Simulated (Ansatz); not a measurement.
# InSe (R3m): energy and pressure against volume

An exercise on one series of results from a longer session: the logs are not shown, and one member is left open.

The COD entry's cell or inner coordinates are ideal or old and differ from later refinements, so a difference from it is no clean test against experiment.

Program: Ansatz 0.2.0. Level of theory: DFT r²SCAN, scalar-relativistic, plane waves, PAW. These are calculated values, not measurements.

The runs add the D3(BJ) dispersion term to the functional named.

### Starting point

Symmetry: R3m, No. 160, trigonal system. Conventional cell: a = 4.024 Å, b = 4.024 Å, c = 25.280 Å, α = 90.00°, β = 90.00°, γ = 120.00°. Around In (site symmetry 3m) lie 3 Se at 2.64 Å and 1 In at 2.79 Å. Se (site symmetry 3m) is surrounded by 3 In at 2.64 Å.

As a file:

```xyz
4
Lattice="2.0122 1.1618 8.4266 -2.0122 1.1618 8.4266 0.0000 -2.3235 8.4266" Properties=species:S:1:pos:R:3 pbc="T T T"
In    0.0000    0.0000    0.0146
In    0.0000    0.0000    2.8000
Se    0.0000    0.0000   15.6064
Se    0.0000    0.0000   20.9144
```

This cell comes from an earlier session at r²SCAN: 29.549 Å³/atom at -0.01 GPa, on a 12×12×12 mesh.

The first run:

Input file input.yaml:

```yaml
crystal:
  lattice:
    - [1.985030916, 1.1460581337, 8.312738675]
    - [-1.985030916, 1.1460581337, 8.312738675]
    - [0.0, -2.2921162675, 8.312738675]
  atoms:
    - { symbol: In, position: [0.0005789477, 0.0005789477, 0.0005789477] }
    - { symbol: In, position: [0.1107615784, 0.1107615784, 0.1107615784] }
    - { symbol: Se, position: [0.6173442267, 0.6173442267, 0.6173442267] }
    - { symbol: Se, position: [0.8273152473, 0.8273152473, 0.8273152473] }
basis:
  ecutwfc: 500
  ecutrho_ratio: 4
kpoints:
  mp_grid: { grid: [12, 12, 12] }
hamiltonian:
  xc: r2scan
  dispersion: d3bj
scf:
  occupations: { method: gaussian, width: 0.05 }
output:
  forces: true
  stress: true
  eigenvalues: true
relax:
  f_tol: 0.01
  max_steps: 40
  cell: { stress_tol: 0.1, fix: [volume] }
```

Launch:

```sh
> ansatz run input.yaml --threads 4 --pin off --max-ram 10240MiB --backend cpu --events-out ev --progress --plain --runs-dir out
```

Among the steps run: Volume × 0.96; Volume × 1.04; Volume × 0.92; Volume × 0.88; Volume × 0.84; Volume × 0.8.

One of the session's tables, all rows but one given; the rest of the session is left out.

```
volume (Å³/atom)  energy above the lowest (meV/atom)  pressure (GPa)  gap on the mesh (eV)
          23.639                               175.5            12.3                  1.02
          24.821                                   ?               ?                     ?
          26.003                                49.5             5.3                  1.07
          27.185                                19.3             3.0                  0.92
          28.367                                 4.2             1.2                  0.84
          29.549                                 0.0             0.0                  0.82
          30.731                                 2.9            -0.7                  0.88
```

Q: Estimate the row for volume (Å³/atom) = 24.821 from the others.

Worked estimate for «energy above the lowest (meV/atom)». A straight line through the neighbours (23.639, 175.5) and (26.003, 49.5) gives 175.5 + (49.5 − 175.5) × (24.821 − 23.639) / (26.003 − 23.639) = 112.5; a parabola fitted to 3 rows on both sides gives 101.6.

**Answer.** energy above the lowest (meV/atom): 99.6; pressure (GPa): 8.4; gap on the mesh (eV): 1.12. In «energy above the lowest (meV/atom)» the line misses by +12.9 and the parabola by +2.0.

Limits of these values: Other structures may be lower in enthalpy at these pressures. Warnings in the runs' records: dispersion damping borrowed.
